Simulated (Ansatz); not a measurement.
A plane-wave DFT run in Ansatz 0.2.0 (scalar-relativistic PAW potentials unless the input names others): input and command.

```yaml
crystal:
  lattice:
    - [0.0, 2.79475096, 2.79475096]
    - [2.79475096, 0.0, 2.79475096]
    - [2.79475096, 2.79475096, 0.0]
  atoms:
    - { symbol: Li, position: [0.25, 0.25, 0.25] }
    - { symbol: Li, position: [0.75, 0.75, 0.75] }
    - { symbol: S, position: [0.0, 0.0, 0.0] }
basis:
  ecutwfc: 420
kpoints:
  mp_grid: { grid: [8, 8, 8] }
hamiltonian:
  xc: pbe
  hubbard: { sites: [{ species: Li, l: p, u_eff: -5.0 }] }
scf:
  occupations: { method: gaussian, width: 0.02 }
  max_iter: 100
output:
  forces: true
  eigenvalues: true
  stress: true
```

```bash
ansatz run input.yaml --threads 1 --pin off --max-ram 1331MiB --backend cpu --events-out ev --progress --plain --runs-dir out
```

Abridged log:
```
Basis set: ecut = 420 eV, 869 PW (Γ), exchange–correlation on 54×54×54 points (8 copies of the dense FFT grid, shifted against one another)
Bands: 10, of which v1, the nominal top of the filled ones, is band 6 counted from 1 (5 counted from 0)
Symmetry: 48 space group operations
k-points: 29 of 512
SCF iter   1: F=—  HF=-1320.076970 eV  |F-HF|=—  |Δ(HF+E_count)|=         —  Δρ=3.49e-2  dr2=6.26e-1  ethr=3.10e-3  ⟨swp⟩=5.0  Hψ=1788  notcnv=0
SCF iter   2: F=—  HF=-1319.271996 eV  |F-HF|=—  |Δ(HF+E_count)|=   8.05e-1  Δρ=1.44e-2  dr2=1.44e-1  ethr=3.10e-3  ⟨swp⟩=3.0  Hψ=745  notcnv=0
SCF iter   3: F=—  HF=-1319.139794 eV  |F-HF|=—  |Δ(HF+E_count)|=   1.32e-1  Δρ=5.52e-3  dr2=1.14e-2  ethr=1.20e-3  ⟨swp⟩=2.0  Hψ=480  notcnv=0
SCF iter   4: F=—  HF=-1319.112817 eV  |F-HF|=—  |Δ(HF+E_count)|=   2.70e-2  Δρ=5.69e-4  dr2=1.15e-4  ethr=9.51e-5  ⟨swp⟩=2.0  Hψ=500  notcnv=0
SCF iter   5: F=—  HF=-1319.112899 eV  |F-HF|=—  |Δ(HF+E_count)|=   8.23e-5  Δρ=4.44e-5  dr2=1.12e-6  ethr=9.56e-7  ⟨swp⟩=2.7  Hψ=414  notcnv=0
SCF iter   6: F=—  HF=-1319.112900 eV  |F-HF|=—  |Δ(HF+E_count)|=   7.56e-7  Δρ=6.05e-6  dr2=9.47e-9  ethr=8.33e-10  ⟨swp⟩=5.5  Hψ=1403  notcnv=0
SCF iter   7: F=-1319.112900 eV  HF=-1319.112900 eV  |F-HF|=1.73e-11  |Δ(HF+E_count)|=   1.03e-8  Δρ=3.37e-7  dr2=3.16e-11  ethr=7.90e-11  ⟨swp⟩=1.6  Hψ=832  notcnv=0
SCF 1 converged in 7 iterations: F = -1319.112900 eV  dr2 = 3.16e-11
SCF converged after 7 iterations
Free energy (F): -1319.112900 eV
Harris-Foulkes:  -1319.112900 eV  (|F-HF|=1.73e-11)
Internal energy: -1319.112900 eV  (E = F + TS)
E sigma→0 (E₀):  -1319.112900 eV
Fermi energy:    3.499343 eV
--- Forces (eV/Å), atoms counted from 1 ---
  atom   1  Li     0.00000000     0.00000000     0.00000000
  atom   2  Li     0.00000000     0.00000000     0.00000000
  atom   3  S      0.00000000     0.00000000     0.00000000
--- Stress (GPa, compression-positive) ---
        0.634921       0.000000       0.000000
        0.000000       0.634921       0.000000
        0.000000       0.000000       0.634921
  P = ⅓ Tr σ = 0.6349 GPa (6.349 kbar)
Occupation matrices written to <dir>
```

Problem. Find the fault.

Solution. The fault is an enormous or negative U (hamiltonian.hubbard: not typed → {"sites": [{"species": "Li", "l": "p", "u_eff": -5.0}]}, the first being the value of the sound run). Setting it back cures it. The run converged all the same, with an energy at zero smearing 1.2 eV/atom below the reference's (the Hamiltonian itself differs), pressure 0.63 GPa, largest force 0.000 eV/Å, gap on the mesh 2.54 eV, so convergence alone doesn't show that an input is right. A reference run from the same start on usual settings converged with pressure 2.83 GPa, largest force 0.000 eV/Å, gap on the mesh 3.35 eV.